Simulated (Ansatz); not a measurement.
# NbN: electron density at the nuclei under pressure

```
CELL_PARAMETERS angstrom
0.00000 2.19450 2.19450
2.19450 0.00000 2.19450
2.19450 2.19450 0.00000
ATOMIC_POSITIONS crystal
Nb 0.50000 0.50000 0.50000
N 0.00000 0.00000 0.00000
```

Atom numbers follow the list: Nb1, N2.

Conventional cell: a = 4.389 Å, b = 4.389 Å, c = 4.389 Å, α = 90.00°, β = 90.00°, γ = 90.00°. Around Nb (atom 1) lie 6 N at 2.19 Å. Around N (atom 2) lie 6 Nb at 2.19 Å.

The cell comes from COD entry 1538667, which wasn't checked; take it as a given geometry.

Level of theory: DFT, PBE, all-electron PAW with datasets made for the crystal, scalar-relativistic (Ansatz 0.2.0).

The runs use a Γ-centred 13×13×13 k mesh, Fermi–Dirac smearing of 0.08 eV, cutoff 360 eV (chosen by the program for this cell), no spin polarisation.

The contact density is the mean electron density over the nuclear volume; its changes follow the s electrons' response to bonding and compression. Changes below are taken from the unscaled cell, where it is 540962 e/Å³ at Nb1, 1414.71 e/Å³ at N2.

Volumes at which the program chose other datasets or cutoffs are left out.

```csv
V/V(cell),P (GPa),Δρ(0) Nb1 (e/Å³),Δρ(0) N2 (e/Å³)
0.9600,22.1,?,-0.07
0.9800,14.2,0.69,-0.04
0.9900,10.5,?,-0.02
1.0000,7.1,0.00,0.00
1.0100,3.8,?,0.02
1.0200,0.7,-0.66,0.05
```

Fill in "Δρ(0) Nb1 (e/Å³)" for the row "0.9600".

1.40.

Give the missing entry: row "0.9900", column "Δρ(0) Nb1 (e/Å³)".

0.34.

What belongs in the row "1.0100", column "Δρ(0) Nb1 (e/Å³)"?

-0.33.

The datasets are made afresh for each cell, so very small changes are uncertain.
